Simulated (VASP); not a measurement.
# Bi (I4/mmm) in VASP: single point with LDA

Aim: the single point of Bi with LDA.

Program: VASP 6.6.1. These are calculated values, not measurements. Logs are shortened: lines on timing, memory, paths and dates and some standing lists are left out, and cuts for length are marked.

### Step 1. Starting point

Symmetry: I4/mmm, No. 139, tetragonal system. Conventional cell: a = 8.515 Å, b = 8.515 Å, c = 2.861 Å, α = 90.00°, β = 90.00°, γ = 90.00°. Bi (site symmetry 4/mmm) is surrounded by 2 Bi at 2.86 Å.

This isn't the form of Bi at room conditions, which is rhombohedral.

### Step 2. Single point, LDA

The input, INCAR:

```
SYSTEM = Bi
PREC = Accurate
ENCUT = 520
EDIFF = 1E-6
ISMEAR = -1
SIGMA = 0.05
LREAL = .FALSE.
LASPH = .TRUE.
NELM = 100
ALGO = Normal
ISIF = 2
LWAVE = .FALSE.
LCHARG = .TRUE.
LELF = .TRUE.
LVHAR = .TRUE.
NBANDS = 14
```

The input, KPOINTS:

```
Automatic mesh
0
G
  8 8 8
  0 0 0
```

The input, POSCAR:

```
Bi
1.0
    6.1886040000      0.0000000000      0.0000000000
   -5.5272227736      2.7836357304      0.0000000000
   -0.3306903394     -1.3918167130      6.0209890887
Bi
1
Direct
    0.0000000000      0.0000000000      0.0000000000
```

Potentials or basis: VASP PAW LDA potentials, release 64 (Bi_d).

Launch:

```
$ cat potpaw_LDA.64/Bi_d/POTCAR > POTCAR
$ mpirun -np 1 vasp_std > vasp.out
```

OUTCAR:

```text
SYSTEM = Bi
   PREC = Accurate
   ENCUT = 520
   EDIFF = 1E-6
   ISMEAR = -1
   LREAL = .FALSE.
   LASPH = .TRUE.
   NELM = 100
   ISIF = 2

 ion  position               nearest neighbor table
   1  0.000  0.000  0.000-

  LATTYP: Found a body centered tetragonal cell.
 ALAT       =     8.5149642291
 C/A-ratio  =     0.3360117375

  Lattice vectors:

 A1 = (   6.1886040000,   0.0000000000,   0.0000000000)
 A2 = (  -5.5272227736,   2.7836357304,   0.0000000000)
 A3 = (  -0.3306903394,  -1.3918167130,   6.0209890887)

Analysis of symmetry for initial positions (statically):
=====================================================================
 Subroutine PRICEL returns:
 Original cell was already a primitive cell.

 Routine SETGRP: Setting up the symmetry group for a
 body centered tetragonal supercell.

 Subroutine GETGRP returns: Found 16 space group operations
 (whereof 16 operations were pure point group operations)
 out of a pool of 16 trial point group operations.

The static configuration has the point symmetry D_4h.

Analysis of symmetry for dynamics (positions and initial velocities):
=====================================================================
 Subroutine PRICEL returns:
 Original cell was already a primitive cell.

 Routine SETGRP: Setting up the symmetry group for a
 body centered tetragonal supercell.

 Subroutine GETGRP returns: Found 16 space group operations
 (whereof 16 operations were pure point group operations)
 out of a pool of 16 trial point group operations.

The dynamic configuration has the point symmetry D_4h.

 Subroutine INISYM returns: Found 16 space group operations
 (whereof 16 operations are pure point group operations),
 and found     1 'primitive' translations

----------------------------------------------------------------------------------------

                                     Primitive cell

  volume of cell :     103.7225

  direct lattice vectors                    reciprocal lattice vectors
     6.188604000  0.000000000  0.000000000     0.161587331  0.320849874  0.083042766
    -5.527222774  2.783635730  0.000000000     0.000000000  0.359242407  0.083042766
    -0.330690339 -1.391816713  6.020989089     0.000000000  0.000000000  0.166085669

  length of vectors
     6.188604000  6.188604000  6.188604000     0.368715619  0.368715619  0.166085669

  position of ions in fractional coordinates (direct lattice)
     0.000000000  0.000000000  0.000000000

  ion indices of the primitive-cell ions
   primitive index   ion index
                 1           1

----------------------------------------------------------------------------------------

 KPOINTS: Automatic mesh

Automatic generation of k-mesh.
 Grid dimensions read from file:
 generate k-points for:    8    8    8

 Generating k-lattice:

  Cartesian coordinates                     Fractional coordinates (reciprocal lattice)
     0.020198416  0.040106234  0.010380346     0.125000000  0.000000000 -0.000000000
     0.000000000  0.044905301  0.010380346     0.000000000  0.125000000  0.000000000
     0.000000000  0.000000000  0.020760709     0.000000000  0.000000000  0.125000000

  Length of vectors
     0.046089452  0.046089452  0.020760709

  Shift w.r.t. Gamma in fractional coordinates (k-lattice)
     0.000000000  0.000000000  0.000000000

 Subroutine IBZKPT returns following result:
 ===========================================

 Found     59 irreducible k-points:

 Following reciprocal coordinates:
            Coordinates               Weight
  0.000000  0.000000  0.000000      1.000000
  0.125000  0.000000  0.000000      8.000000
  0.250000  0.000000  0.000000      8.000000
  0.375000  0.000000 -0.000000      8.000000
  0.500000  0.000000  0.000000      4.000000
  0.125000  0.125000 -0.000000      8.000000
[... 16 lines left out ...]
  0.250000  0.125000  0.125000     16.000000
  0.375000  0.125000  0.125000      8.000000
 [... further k-points ...]
   k-points           NKPTS =     59   k-points in BZ     NKDIM =     59   number of bands    NBANDS=     14
   number of dos      NEDOS =    301   number of ions     NIONS =      1
   total plane-waves  NPLWV = 110592
   dimension x,y,z NGX =    48 NGY =   48 NGZ =   48
   dimension x,y,z NGXF=    96 NGYF=   96 NGZF=   96
   ions per type =               1
   NGX,Y,Z   is equivalent  to a cutoff of  12.89, 12.89, 12.89 a.u.
   NGXF,Y,Z  is equivalent  to a cutoff of  25.79, 25.79, 25.79 a.u.
 SYSTEM =  Bi
   PREC   = accura    normal or accurate (medium, high low for compatibility)
   ISTART =      0    job   : 0-new  1-cont  2-samecut
   ICHARG =      2    charge: 1-file 2-atom 10-const
   ISPIN  =      1    spin polarized calculation?
   LNONCOLLINEAR =      F non collinear calculations
   LSORBIT =      F    spin-orbit coupling
   LASPH  =      T    aspherical Exc in radial PAW
   ENCUT  =  520.0 eV  38.22 Ry    6.18 a.u.  11.51 11.51 11.51*2*pi/ulx,y,z
   NELM   =    100;   NELMIN=  2; NELMDL= -5     # of ELM steps
   EDIFF  = 0.1E-05   stopping-criterion for ELM
   LREAL  =      F    real-space projection
   EDIFFG = 0.1E-04   stopping-criterion for IOM
   NSW    =      0    number of steps for IOM
   IBRION =     -1    ionic relax: 0-MD 1-quasi-New 2-CG
   NFREE  =      0    steps in history (QN), initial steepest desc. (CG)
   ISIF   =      2    stress and relaxation
   ISYM   =      2    0-nonsym 1-usesym 2-fastsym
   POTIM  = 0.5000    time-step for ionic-motion
   TEBEG  =    0.0;   TEEND  =   0.0 temperature during run
   PSTRESS=    0.0 pullay stress
   NELECT =      15.0000    total number of electrons
   NUPDOWN=      -1.0000    fix difference up-down
   EMIN   =  10.00;   EMAX   =-10.00  energy-range for DOS
   EFERMI =   0.00;   METHOD = LEGACY
   ISMEAR =    -1;   SIGMA  =   0.05  broadening in eV -4-tet -1-fermi 0-gaus
   EFERMI_NEDOS =   21; number of points for ismear=-14 and -15
   IALGO  =     38    algorithm
   IMIX   =      4    mixing-type and parameters
     AMIX     =   0.40;   BMIX     =  1.00
     AMIX_MAG =   1.60;   BMIX_MAG =  1.00
  volume/ion in A,a.u.               =     103.72       699.95
  Fermi-wavevector in a.u.,A,eV,Ry     =   0.859306  1.623852 10.046623  0.738406
  Thomas-Fermi vector in A             =   1.976641
   LORBIT       =      0    0 simple, 1 ext, 2 COOP (PROOUT), +10 PAW based schemes
   GGA     = CA    functional components
   LHFCALC =     F    Hartree Fock is set to
   AEXX    =    0.0000 exact exchange contribution
   IVDW    =     0    specifies the selected vdW correction
   LEPSILON=     F    determine dielectric tensor
   LRPA    =     F    only Hartree local field effects (RPA)
 non-spin polarized calculation
  energy-cutoff  :      520.00
  volume of cell :      103.72
 maximum number of plane-waves:      2845
 NGX is ok and might be reduce to    48
   NGX = 23   NGY = 23   NGZ = 23

 number of electron      15.0000006 magnetization

 Free energy of the ion-electron system (eV)
  ---------------------------------------------------
  ext. energy  EPLUGINS =         0.00000000
  ---------------------------------------------------
  free energy    TOTEN  =        -3.22228352 eV

  energy without entropy =       -3.20658470  energy(sigma->0) =       -3.21443411

 E-fermi :  -1.4204     XC(G=0):  -5.1966

 val. band max:       -1.4239582123   @ k =   0.2500   0.0000   0.0000
 cond. band min:      -1.4151319778   @ k =  -0.3750   0.1250   0.0000
 fundamental gap:      0.0088262345
 Fermi energy:        -1.4204134112

 k-point     1 :       0.0000    0.0000    0.0000
  band No.  band energies     occupation
      1     -24.3459      2.00000
      2     -23.7871      2.00000
      3     -23.7870      2.00000
      4     -23.6425      2.00000
      5     -23.6425      2.00000
      6     -13.0373      2.00000
      7      -2.6304      2.00000
      8      -2.6304      2.00000
      9       1.4716      0.00000
     10       3.2923      0.00000
     11       5.9757      0.00000
     12       6.5652      0.00000
     13       6.5652      0.00000
     14       7.5347      0.00000

 k-point     2 :       0.1250    0.0000    0.0000
  band No.  band energies     occupation
      1     -24.2164      2.00000
      2     -23.7820      2.00000
      3     -23.7819      2.00000
      4     -23.6899      2.00000
      5     -23.6899      2.00000
      6     -12.7510      2.00000
      7      -2.3169      2.00000
      8      -2.3134      2.00000
      9       1.8172      0.00000
     10       3.6140      0.00000
     11       4.6850      0.00000
     12       5.8607      0.00000
     13       6.9008      0.00000
     14       6.9211      0.00000

 k-point     3 :       0.2500    0.0000    0.0000
  band No.  band energies     occupation
      1     -23.9007      2.00000
      2     -23.8024      2.00000
      3     -23.8024      2.00000
      4     -23.7697      2.00000
      5     -23.7696      2.00000
      6     -11.8759      2.00000
      7      -1.4363      1.15730
      8      -1.4240      1.03543
      9       0.4841      0.00000
     10       2.8914      0.00000
     11       4.5728      0.00000
     12       6.0463      0.00000
     13       7.7989      0.00000
     14       7.7991      0.00000

 k-point     4 :       0.3750    0.0000   -0.0000
  band No.  band energies     occupation
      1     -23.9124      2.00000
      2     -23.9124      2.00000
      3     -23.7575      2.00000
      4     -23.7572      2.00000
      5     -23.5808      2.00000
      6     -10.4574      2.00000
      7      -3.1641      2.00000
      8      -0.2059      0.00000
      9      -0.1899      0.00000
     10       4.5112      0.00000
     11       5.8069      0.00000
     12       6.3968      0.00000
     13       6.7813      0.00000
     14       6.9271      0.00000

 k-point     5 :       0.5000    0.0000    0.0000
  band No.  band energies     occupation
      1     -23.9573      2.00000
      2     -23.9573      2.00000
      3     -23.7524      2.00000
      4     -23.7521      2.00000
      5     -23.4474      2.00000
      6      -9.3596      2.00000
      7      -5.0465      2.00000
      8       0.5795      0.00000
      9       0.5897      0.00000
     10       4.8076      0.00000
     11       5.0105      0.00000
[... 276 lines left out ...]
 k-point    22 :       0.1250    0.1250    0.1250
  band No.  band energies     occupation
      1     -23.9007      2.00000
      2     -23.8024      2.00000
      3     -23.8024      2.00000
      4     -23.7697      2.00000
      5     -23.7695      2.00000
      6     -11.8743      2.00000
      7      -1.5740      1.91138
      8      -1.3557      0.43027
      9       0.4827      0.00000
     10       3.0865      0.00000
     11       4.7217      0.00000
     12       6.0348      0.00000
     13       6.6569      0.00000
     14       8.7710      0.00000

 k-point    23 :       0.2500    0.1250    0.1250
  band No.  band energies     occupation
      1     -23.9125      2.00000
      2     -23.9124      2.00000
      3     -23.7575      2.00000
      4     -23.7572      2.00000
      5     -23.5808      2.00000
      6     -10.4567      2.00000
      7      -3.1650      2.00000
      8      -0.3288      0.00000
      9      -0.0955      0.00000
     10       4.6408      0.00000
     11       5.7546      0.00000
     12       6.2342      0.00000
     13       7.0604      0.00000
     14       7.2381      0.00000

 k-point    24 :       0.3750    0.1250    0.1250
  band No.  band energies     occupation
      1     -23.9573      2.00000
      2     -23.9573      2.00000
      3     -23.7524      2.00000
      4     -23.7521      2.00000
      5     -23.4474      2.00000
      6      -9.3595      2.00000
      7      -5.0464      2.00000
      8       0.5780      0.00000
      9       0.5830      0.00000
     10       4.8910      0.00000
     11       4.9972      0.00000
     12       6.8470      0.00000
     13       7.3513      0.00000
     14       8.3160      0.00000

 [... further k-points ...]

------------------------ aborting loop because EDIFF is reached ----------------------------------------

  FORCE on cell =-STRESS in cart. coord.  units (eV):
  Direction    XX          YY          ZZ          XY          YZ          ZX
  --------------------------------------------------------------------------------------
  -------------------------------------------------------------------------------------
  Total       -0.2792466     -1.1769485     -0.2255376     -0.2260516     -0.0000000     -0.0000000
  in kB       -4.3134574    -18.1800511     -3.4838273     -3.4917668     -0.0000007     -0.0000002
  external PRESSURE =      -8.6591119 kB  Pullay stress =       0.0000000 kB

 VOLUME and BASIS-vectors are now :
 -----------------------------------------------------------------------------
  energy-cutoff  :      520.00
  volume of cell :      103.72
      direct lattice vectors                 reciprocal lattice vectors
     6.188604000  0.000000000  0.000000000     0.161587331  0.320849874  0.083042766
    -5.527222774  2.783635730  0.000000000     0.000000000  0.359242407  0.083042766
    -0.330690339 -1.391816713  6.020989089     0.000000000  0.000000000  0.166085669

 POSITION                                       TOTAL-FORCE (eV/Angst)
 -----------------------------------------------------------------------------------
      0.00000      0.00000      0.00000        -0.000000     -0.000000      0.000000
 -----------------------------------------------------------------------------------
    total drift:                                0.000000      0.000000     -0.000000

  FREE ENERGIE OF THE ION-ELECTRON SYSTEM (eV)
  ---------------------------------------------------
  free  energy   TOTEN  =        -3.2222835198 eV

  energy  without entropy=       -3.2065847018  energy(sigma->0) =       -3.21443411
```

It took 56 s on 1 thread of Intel Xeon 6975P-C (Granite Rapids), shared host; peak memory 0.28 GiB.

Results:

| Quantity | Value |
| --- | --- |
| Free energy | -3.2223 eV |
| Pressure | -0.9 GPa |
| Band gap on the k mesh | none (metal or under the smearing width) |

Caveat: spin-orbit coupling is left out, which moves the levels of the heavy elements.
